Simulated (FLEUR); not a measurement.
# TaS2 (P-3m1) in FLEUR: band structure with Wu-Cohen GGA

Aim: the band structure of TaS2 with Wu-Cohen GGA.

Everything below comes from runs of FLEUR MaX-R8.1 (patched build s14). Logs are shortened: lines on timing, memory, paths and dates and some standing lists are left out, and cuts for length are marked.

### Step 1. The structure

The structure is trigonal, space group P-3m1 (No. 164). Conventional cell: a = 3.350 Å, b = 3.350 Å, c = 5.860 Å, α = 90.00°, β = 90.00°, γ = 120.00°. Ta (site symmetry -3m) is surrounded by 6 S at 2.43 Å. S (site symmetry 3m) is surrounded by 3 Ta at 2.43 Å.

### Step 2. Band structure, Wu-Cohen GGA, spin-orbit coupling, no magnetisation

File inp.xml:

```xml
<?xml version="1.0" encoding="UTF-8" standalone="no"?>
<fleurInput fleurInputVersion="0.39">
   <comment>
      TaS2                                                                                                
   </comment>
   <calculationSetup>
      <cutoffs Kmax="4.69" Gmax="14.5" GmaxXC="14.5" numbands="150"/>
      <scfLoop itmax="60" minDistance="0.00001" maxIterBroyd="15" imix="Anderson" alpha="0.05" precondParam="0.0" spinf="2.0"/>
      <coreElectrons ctail="T" frcor="F" kcrel="0" coretail_lmax="0"/>
      <xcFunctional name="wc" relativisticCorrections="F"/>
      <magnetism jspins="1"/>
      <soc l_soc="T" theta="0.0" phi="0.0" spav="F"/>
      <expertModes spex="0" secvar="F"/>
      <geometryOptimization l_f="F" forcealpha="1.0" forcemix="BFGS" epsdisp="0.00001" epsforce="0.00001"/>
      <ldaU l_linMix="F" mixParam="0.05" spinf="1.0"/>
   </calculationSetup>
   <cell>
      <bzIntegration valenceElectrons="39.0" mode="hist" fermiSmearingEnergy="0.00734986">
         <kPointListSelection listName="default-1"/>
         <!-- k-points included here -->
         <xi:include xmlns:xi="http://www.w3.org/2001/XInclude" href="kpts.xml"> </xi:include>
      </bzIntegration>
      <!-- symmetry operations included here -->
      <xi:include xmlns:xi="http://www.w3.org/2001/XInclude" href="sym.xml"> </xi:include>
      <bulkLattice scale="1.0">
         <bravaisMatrix>
[... 29 lines left out ...]
            <stateOccupation state="(3p3/2)" spinUp="1.333333" spinDown="1.333333"/>
         </electronConfig>
         <energyParameters s="3" p="3" d="3" f="4"/>
         <lo type="SCLO" l="0" n="3" eDeriv="2"/>
         <lo type="SCLO" l="1" n="3" eDeriv="2"/>
         <lo type="SCLO" l="2" n="3" eDeriv="2"/>
         <lo type="SCLO" l="3" n="4" eDeriv="2"/>
      </species>
   </atomSpecies>
   <atomGroups>
      <atomGroup species="Tantalum (Ta)">
         <relPos label="                   1">.0000000000 .0000000000 .0000000000</relPos>
         <force calculate="T" relaxXYZ="TTT"/>
      </atomGroup>
      <atomGroup species="Sulfur (S)">
         <relPos label="                   2">-1.000/3.000 1.000/3.000 -1.000/4.000</relPos>
         <relPos label="                   3">1.000/3.000 -1.000/3.000 1.000/4.000</relPos>
         <force calculate="T" relaxXYZ="TTT"/>
      </atomGroup>
   </atomGroups>
   <output dos="F" band="F" slice="F">
      <checks vchk="F" cdinf="F"/>
      <bandDOS minEnergy="-.5*Htr" maxEnergy="0.5*Htr" sigma="0.015" storeEVData="T"/>
      <vacuumDOS vacdos="F" integ="F" star="F" nstars="0" locx1="0.0" locy1="0.0" locx2="0.0" locy2="0.0" nstm="0" tworkf="0.0"/>
      <unfoldingBand unfoldBand="F" supercellX="1" supercellY="1" supercellZ="1"/>
      <plotting iplot="0" polar="F">
         <plot TwoD="T" vec1="  1.0  0.0  0.0" vec2="  0.0  1.0  0.0" vec3="  0.0  0.0  1.0" zero="  0.0  0.0  0.0" file="plot"/>
      </plotting>
      <chargeDensitySlicing numkpt="0" minEigenval="0.0" maxEigenval="0.0" nnne="0" pallst="F"/>
      <specialOutput eonly="F"/>
      <magneticCircularDichroism mcd="F" energyLo="-10.0" energyUp="0.0"/>
   </output>
  <!-- We include the file relax.xml here to enable relaxations (see documentation) -->
  <xi:include xmlns:xi="http://www.w3.org/2001/XInclude" href="relax.xml"> <xi:fallback/> </xi:include>
</fleurInput>
```

File crystal.txt:

```
TaS2
&input cartesian=F /
3.3500000000  0.0000000000  0.0000000000
-1.6750000000  2.9011851027  0.0000000000
0.0000000000  0.0000000000  5.8600000000
1.8897261246
1.0 1.0 1.0

3
73 0.0000000000  0.0000000000  0.0000000000
16 0.6666666667  0.3333333333  0.7500000000
16 0.3333333333  0.6666666667  0.2500000000

&soc 0.0 0.0 /
&kpt div1=6 div2=6 div3=3 gamma=T /
```

File inp.xml (bands):

```
<?xml version="1.0" encoding="UTF-8" standalone="no"?>
<fleurInput fleurInputVersion="0.39">
   <comment>
      TaS2                                                                                                
   </comment>
   <calculationSetup>
      <cutoffs Kmax="4.69" Gmax="14.5" GmaxXC="14.5" numbands="150"/>
      <scfLoop itmax="60" minDistance="0.00001" maxIterBroyd="15" imix="Anderson" alpha="0.05" precondParam="0.0" spinf="2.0"/>
      <coreElectrons ctail="T" frcor="F" kcrel="0" coretail_lmax="0"/>
      <xcFunctional name="wc" relativisticCorrections="F"/>
      <magnetism jspins="1"/>
      <soc l_soc="T" theta="0.0" phi="0.0" spav="F"/>
      <expertModes spex="0" secvar="F"/>
      <geometryOptimization l_f="F" forcealpha="1.0" forcemix="BFGS" epsdisp="0.00001" epsforce="0.00001"/>
      <ldaU l_linMix="F" mixParam="0.05" spinf="1.0"/>
   </calculationSetup>
   <cell>
      <bzIntegration valenceElectrons="39.0" mode="hist" fermiSmearingEnergy="0.00734986">
         <kPointListSelection listName="path-1"/>
         <!-- k-points included here -->
         <xi:include xmlns:xi="http://www.w3.org/2001/XInclude" href="kpts.xml"> </xi:include>
      </bzIntegration>
      <!-- symmetry operations included here -->
      <xi:include xmlns:xi="http://www.w3.org/2001/XInclude" href="sym.xml"> </xi:include>
      <bulkLattice scale="1.0">
         <bravaisMatrix>
[... 30 lines left out ...]
         </electronConfig>
         <energyParameters s="3" p="3" d="3" f="4"/>
         <lo type="SCLO" l="0" n="3" eDeriv="2"/>
         <lo type="SCLO" l="1" n="3" eDeriv="2"/>
         <lo type="SCLO" l="2" n="3" eDeriv="2"/>
         <lo type="SCLO" l="3" n="4" eDeriv="2"/>
      </species>
   </atomSpecies>
   <atomGroups>
      <atomGroup species="Tantalum (Ta)">
         <relPos label="                   1">.0000000000 .0000000000 .0000000000</relPos>
         <force calculate="T" relaxXYZ="TTT"/>
      </atomGroup>
      <atomGroup species="Sulfur (S)">
         <relPos label="                   2">-1.000/3.000 1.000/3.000 -1.000/4.000</relPos>
         <relPos label="                   3">1.000/3.000 -1.000/3.000 1.000/4.000</relPos>
         <force calculate="T" relaxXYZ="TTT"/>
      </atomGroup>
   </atomGroups>
   <output dos="F" band="T" slice="F">
      <checks vchk="F" cdinf="F"/>
      <bandDOS minEnergy="-.5*Htr" maxEnergy="0.5*Htr" sigma="0.015" storeEVData="T"/>
      <vacuumDOS vacdos="F" integ="F" star="F" nstars="0" locx1="0.0" locy1="0.0" locx2="0.0" locy2="0.0" nstm="0" tworkf="0.0"/>
      <unfoldingBand unfoldBand="F" supercellX="1" supercellY="1" supercellZ="1"/>
      <plotting iplot="0" polar="F">
         <plot TwoD="T" vec1="  1.0  0.0  0.0" vec2="  0.0  1.0  0.0" vec3="  0.0  0.0  1.0" zero="  0.0  0.0  0.0" file="plot"/>
      </plotting>
      <chargeDensitySlicing numkpt="0" minEigenval="0.0" maxEigenval="0.0" nnne="0" pallst="F"/>
      <specialOutput eonly="F"/>
      <magneticCircularDichroism mcd="F" energyLo="-10.0" energyUp="0.0"/>
   </output>
  <!-- We include the file relax.xml here to enable relaxations (see documentation) -->
  <xi:include xmlns:xi="http://www.w3.org/2001/XInclude" href="relax.xml"> <xi:fallback/> </xi:include>
</fleurInput>
```

Potentials or basis: all-electron, FLAPW.

On the command line:

```
$ inpgen -f crystal.txt -profile fastHighL
$ # inp.xml edited to the form shown
$ fleur
$ fleur   # second run, on inp.xml (bands)
```

What it wrote:

```text
Welcome to FLEUR        (www.flapw.de)
      MaX-Release 8.1          (www.max-centre.eu)

 ========== k-point set info ==========
 Selected k-point list: default-1
 k-point list type: mesh
 6 x 6 x 3
 Number of k points: 22

 ------------Calculation Setup---------------------------
 Number of OMP-threads    :            1
 Number of basis functions:          765
 Approximate size of matrices (H+S) per k-point:         0.009 GB
 --------------------------------------------------------
 Iteration:     1   Distance:      10.73339510 me/bohr^3
 Iteration:     2   Distance:       9.64741060 me/bohr^3
 Iteration:     3   Distance:       4.68599100 me/bohr^3
 Iteration:     4   Distance:       2.50031588 me/bohr^3
 Iteration:     5   Distance:       1.76735746 me/bohr^3
 Iteration:     6   Distance:       1.15600388 me/bohr^3
 Iteration:     7   Distance:       0.72534654 me/bohr^3
 Iteration:     8   Distance:       0.23979836 me/bohr^3
 Iteration:     9   Distance:       0.02700588 me/bohr^3
 Iteration:    10   Distance:       0.01952715 me/bohr^3
 Iteration:    11   Distance:       0.00300787 me/bohr^3
 Iteration:    12   Distance:       0.00248650 me/bohr^3
 Iteration:    13   Distance:       0.00025410 me/bohr^3
 Iteration:    14   Distance:       0.00025389 me/bohr^3
 Iteration:    15   Distance:       0.00004997 me/bohr^3
 Iteration:    16   Distance:       0.00004221 me/bohr^3
 Iteration:    17   Distance:       0.00002185 me/bohr^3
 Iteration:    18   Distance:       0.00001127 me/bohr^3
 Iteration:    19   Distance:       0.00000239 me/bohr^3

 ********************************************************************
 Run finished successfully
 Stop message:
   all done
 ********************************************************************
```

output (bands):

```text
Welcome to FLEUR        (www.flapw.de)
      MaX-Release 8.1          (www.max-centre.eu)

 ========== k-point set info ==========
 Selected k-point list: path-1
 k-point list type: path
 Number of k points: 60

 ------------Calculation Setup---------------------------
 Number of OMP-threads    :            1
 Number of basis functions:          769
 Approximate size of matrices (H+S) per k-point:         0.009 GB
 --------------------------------------------------------
 Fermi energy correction for metals:
 Fermi energy in bands.* files may not be consistent with last density.
 Please correct it manually (e.g. in band.gnu file).

 Note: Band structure data (together with different weights) is also stored in the banddos.hdf file.
       A convenient way of extracting and plotting the data from that file is by making use of the

 ********************************************************************
 Run finished successfully
 Stop message:
   Charge density postprocessing done.
 ********************************************************************
```

out.xml (last iteration):

```text
<iteration numberForCurrentRun="   19" overallNumber="   19">
         <energyParameters units="Htr">
            <atomicEP atomType="1" spin="1" branch="6s" branchLowest="-2.16" branchHighest="2.06" value="0.0875811533"/>
            <atomicEP atomType="1" spin="1" branch="6p" branchLowest="-0.86" branchHighest="3.00" value="0.2208888593"/>
            <atomicEP atomType="1" spin="1" branch="5d" branchLowest="-7.65" branchHighest="0.81" value="0.2450227614"/>
            <atomicEP atomType="1" spin="1" branch="4f" branchLowest="-9.99" branchHighest="-0.41" value="-0.3862521805"/>
            <loAtomicEP atomType="1" spin="1" branch="5s" branchLowest="-19.33" branchHighest="-2.16" value="-2.1873017057"/>
            <loAtomicEP atomType="1" spin="1" branch="5p" branchLowest="-14.20" branchHighest="-0.86" value="-0.9715791833"/>
            <loAtomicEP atomType="1" spin="1" branch="5d" branchLowest="-7.65" branchHighest="0.81" value="0.2409591682"/>
            <loAtomicEP atomType="1" spin="1" branch="4f" branchLowest="-9.99" branchHighest="-0.41" value="-0.4174909648"/>
            <atomicEP atomType="2" spin="1" branch="3s" branchLowest="-7.22" branchHighest="1.35" value="-0.3005048313"/>
            <atomicEP atomType="2" spin="1" branch="3p" branchLowest="-5.20" branchHighest="1.94" value="-0.0606685736"/>
            <atomicEP atomType="2" spin="1" branch="3d" branchLowest="-9.99" branchHighest="2.46" value="0.1511679486"/>
            <atomicEP atomType="2" spin="1" branch="4f" branchLowest="-9.99" branchHighest="5.75" value="0.3163655892"/>
            <loAtomicEP atomType="2" spin="1" branch="3s" branchLowest="-7.22" branchHighest="1.35" value="-0.3005048313"/>
            <loAtomicEP atomType="2" spin="1" branch="3p" branchLowest="-5.20" branchHighest="1.94" value="-0.0609675672"/>
            <loAtomicEP atomType="2" spin="1" branch="3d" branchLowest="-9.99" branchHighest="2.46" value="0.1511651488"/>
            <loAtomicEP atomType="2" spin="1" branch="4f" branchLowest="-9.99" branchHighest="5.75" value="0.3163644571"/>
         </energyParameters>
         <eigenvalues>
            <eigenvaluesAt spin="1" ikpt="1" k_x="0.00000000" k_y="0.00000000" k_z="0.00000000">
                      -2.1876556676       -2.1876556676       -1.1504673832       -1.1504673832       -0.8652227475
                      -0.8652227475       -0.8630230521       -0.8630230521       -0.4597918263       -0.4597918263
                      -0.4583984640       -0.4583984640       -0.4579912056       -0.4579912056       -0.3873864105
                      -0.3873864105       -0.3861418810       -0.3861418810       -0.3853538309       -0.3853538309
                      -0.3853373007       -0.3853373007       -0.2202226250       -0.2202226250       -0.1420833742
                      -0.1420833742        0.0787046741        0.0787046741        0.1778526900        0.1778526900
[... 252 lines left out ...]
            <totalCharge value="39.0000000000"/>
         </valenceDensity>
         <coreStates atomType="     1" atomicNumber=" 73" spin="1" kinEnergy="  16951.0133502452" eigValSum="  -9550.1119466874" lostElectrons=" 0.000002">
            <state n="1" l="0" j="0.5" energy="-2471.7856148591" weight="1.0000000000"/>
            <state n="2" l="0" j="0.5" energy="-423.9909548312" weight="1.0000000000"/>
            <state n="2" l="1" j="0.5" energy="-405.1970241097" weight="1.0000000000"/>
            <state n="2" l="1" j="1.5" energy="-358.5087751300" weight="2.0000000000"/>
            <state n="3" l="0" j="0.5" energy="-96.7442121667" weight="1.0000000000"/>
            <state n="3" l="1" j="0.5" energy="-88.3917773896" weight="1.0000000000"/>
            <state n="3" l="1" j="1.5" energy="-78.3410923240" weight="2.0000000000"/>
            <state n="4" l="0" j="0.5" energy="-19.3290375975" weight="1.0000000000"/>
            <state n="3" l="2" j="1.5" energy="-64.2339772975" weight="2.0000000000"/>
            <state n="3" l="2" j="2.5" energy="-62.0449734654" weight="3.0000000000"/>
            <state n="4" l="1" j="0.5" energy="-15.8863057665" weight="1.0000000000"/>
            <state n="4" l="1" j="1.5" energy="-13.5700413997" weight="2.0000000000"/>
            <state n="4" l="2" j="1.5" energy="-7.9129118839" weight="2.0000000000"/>
            <state n="4" l="2" j="2.5" energy="-7.4875100523" weight="3.0000000000"/>
         </coreStates>
         <coreStates atomType="     2" atomicNumber=" 16" spin="1" kinEnergy="    387.1963448174" eigValSum="   -221.2495033939" lostElectrons=" 0.001219">
            <state n="1" l="0" j="0.5" energy="-87.8009221169" weight="1.0000000000"/>
            <state n="2" l="0" j="0.5" energy="-7.2194280534" weight="1.0000000000"/>
            <state n="2" l="1" j="0.5" energy="-5.2323981562" weight="1.0000000000"/>
            <state n="2" l="1" j="1.5" energy="-5.1860016852" weight="2.0000000000"/>
         </coreStates>
         <allElectronCharges>
            <spinDependentCharge spin="1" total="105.0000000" interstitial="7.8799355" mtSpheres="97.1200645"/>
            <totalCharge value="104.9999999924"/>
         </allElectronCharges>
         <totalEnergy                                    value="   -16423.0472363778" units="Htr">
            <sumOfEigenvalues                            value="   -10006.6915917674">
               <coreElectrons value="-9992.6109534752"/>
               <valenceElectrons value="-14.0806382922"/>
            </sumOfEigenvalues>
            <densityCoulombPotentialIntegral value="-27868.8045462836"/>
            <densityEffectivePotentialIntegral value="-28350.2680017688"/>
            <chargeDenXCDenIntegral value="-367.3665187732"/>
            <FockExchangeEnergyValence value="0.0000000000"/>
            <FockExchangeEnergyCore value="0.0000000000"/>
            <atomTypeDependentContributions atomType="1">
               <electronNucleiInteractionDifferentMTs value="19465.9069386707"/>
               <MadelungTerm value="-38.6799910167"/>
            </atomTypeDependentContributions>
            <atomTypeDependentContributions atomType="2">
               <electronNucleiInteractionDifferentMTs value="933.5719538946"/>
               <MadelungTerm value="-26.6959708822"/>
            </atomTypeDependentContributions>
            <tkbTimesEntropy value="0.0065918888"/>
            <freeEnergy value="-16423.0538282667"/>
            <extrapolationTo0K value="-16423.0505323222"/>
         </totalEnergy>
         <densityConvergence units="me/bohr^3">
            <chargeDensity spin="1" distance="0.0000023869"/>
         </densityConvergence>
      </iteration>
```

Run time: 2.2 min. Hardware: 1 thread of AMD EPYC 9R14 (Zen 4), shared host; peak memory 0.15 GiB.

What came out:

| Item | Value |
| --- | --- |
| Free energy | -446894.0611 eV |
| Band gap along the path | none (metal or under the smearing width) |
| Valence electrons inside the program's atomic spheres | Ta 24.85; S 3.14 (radii Ta 2.48, S 1.77 bohr) |

Levels at the corners of the path, in eV from the Fermi level:
| point | band 35 | band 36 | band 37 | band 38 | band 39 | band 40 | band 41 | band 42 |
| --- | --- | --- | --- | --- | --- | --- | --- | --- |
| Γ | -0.80 | -0.80 | -0.67 | -0.67 | -0.09 | -0.09 | 0.04 | 0.04 |
| M | -3.43 | -3.43 | -2.20 | -2.20 | -0.80 | -0.80 | 2.38 | 2.38 |
| K | -3.74 | -3.74 | -3.11 | -3.11 | 1.13 | 1.13 | 2.00 | 2.00 |
| Γ | -0.80 | -0.80 | -0.67 | -0.67 | -0.09 | -0.09 | 0.04 | 0.04 |
| A | -0.95 | -0.95 | -0.81 | -0.81 | -0.03 | -0.03 | 0.00 | 0.00 |
| L | -2.25 | -2.25 | -1.87 | -1.87 | -1.25 | -1.25 | 2.38 | 2.38 |
| H | -3.51 | -3.51 | -3.51 | -3.51 | 1.19 | 1.19 | 1.33 | 1.33 |
| A | -0.95 | -0.95 | -0.81 | -0.81 | -0.03 | -0.03 | 0.00 | 0.00 |
| L | -2.25 | -2.25 | -1.87 | -1.87 | -1.25 | -1.25 | 2.38 | 2.38 |
| M | -3.43 | -3.43 | -2.20 | -2.20 | -0.80 | -0.80 | 2.38 | 2.38 |
| K | -3.74 | -3.74 | -3.11 | -3.11 | 1.13 | 1.13 | 2.00 | 2.00 |
| H | -3.51 | -3.51 | -3.51 | -3.51 | 1.19 | 1.19 | 1.33 | 1.33 |

Core levels (eV from the Fermi level):
```tsv
atom	levels
1 Ta	1s1/2 -67269.8, 2s1/2 -11546.5, 2p1/2 -11035.1, 2p3/2 -9764.6, 3s1/2 -2641.7, 3p1/2 -2414.4, 3p3/2 -2140.9, 4s1/2 -535.1, 3d3/2 -1757.0, 3d5/2 -1697.5, 4p1/2 -441.4, 4p3/2 -378.4, 4d3/2 -224.4, 4d5/2 -212.9
2 S	1s1/2 -2398.3, 2s1/2 -205.6, 2p1/2 -151.5, 2p3/2 -150.2
3 S	1s1/2 -2398.3, 2s1/2 -205.6, 2p1/2 -151.5, 2p3/2 -150.2
```

Caveat: the k mesh is coarse (spacing up to 0.36 Å⁻¹), so the values aren't converged; spin-orbit coupling is added in second variation on a limited number of bands.
